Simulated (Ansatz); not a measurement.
**PbS: a vibration from a frozen displacement**

All numbers below come from DFT PBE, scalar-relativistic, plane waves, PAW (Ansatz 0.2.0). Settings: plane waves to 420 eV, k-mesh 10×10×10 (Γ-centred), Gaussian smearing 0.03 eV. Spin–orbit coupling is left out, which matters for the heavy elements here. No spin polarisation. Energies are free energies at this smearing, counted from the undisturbed cell; pressure is positive in compression.

The starting cell (as given, not relaxed at this level; it stands at 2.3 GPa):

```
Pb S
1.0
     0.00000    2.96500    2.96500
     2.96500    0.00000    2.96500
     2.96500    2.96500    0.00000
Pb S
1 1
Cartesian
  0.0000 0.0000 0.0000
  2.9650 2.9650 2.9650
```

Every Pb atom is moved by x along the Cartesian unit vector (0.707, 0.707, 0.000); the cell and all other atoms stay fixed. The cell's volume is 52.13 Å³; the moved atoms weigh 207.200 u together and the others 32.060 u. Some rows repeat others by symmetry and weren't run.

```
  x (Å)  ΔE (meV/cell) total force on the moved atoms along the move (eV/Å) pressure (GPa)
-0.1000           3.06                                                0.0673          2.4342
-0.0875           2.29                                                0.0566          2.3983
-0.0750           1.64                                                0.0467          2.3674
-0.0625           1.12                                                0.0375          2.3415
-0.0500           0.70                                                0.0290          2.3206
-0.0375           0.39                                                0.0212          2.3045
-0.0250           0.17                                                0.0139          2.2932
-0.0125           0.04                                                0.0068          2.2865
 0.0000           0.00                                                0.0000          2.2843
 0.0125           0.04                                               -0.0068          2.2865
 0.0250           0.17                                               -0.0139          2.2932
 0.0375           0.39                                               -0.0212          2.3045
 0.0500           0.70                                               -0.0290          2.3206
 0.0625           1.12                                               -0.0375          2.3415
 0.0750           1.64                                               -0.0467          2.3674
 0.0875           2.29                                               -0.0566          2.3983
 0.1000           3.06                                               -0.0673          2.4342
```

Q: What frequency belongs to this motion?

A: The force constant is k = −dF/dx = 0.543 eV/Å², from the parabola through x = -0.0125, 0 and 0.0125. In every cell the moved atoms swing against the rest, so the mass is μ = m₁m₂/(m₁ + m₂) = 27.764 u, and ν̃ = 521.5 cm⁻¹ × √(|k|/μ) = 73 cm⁻¹, at this cell's pressure of 2.3 GPa. To first order in x, and within 1 %, the force on every atom lies along the move and, within each of the two groups, in proportion to the atom's mass, so this is itself a mode at the zone centre of this cell, taken without macroscopic field (the transverse frequency in a polar insulator).

Q: How far does the harmonic law reach?

A: At x = -0.100 Å, kx²/2 = 2.72 meV against the computed 3.06 meV (+12.7 %): the well stiffens in this direction at large amplitude.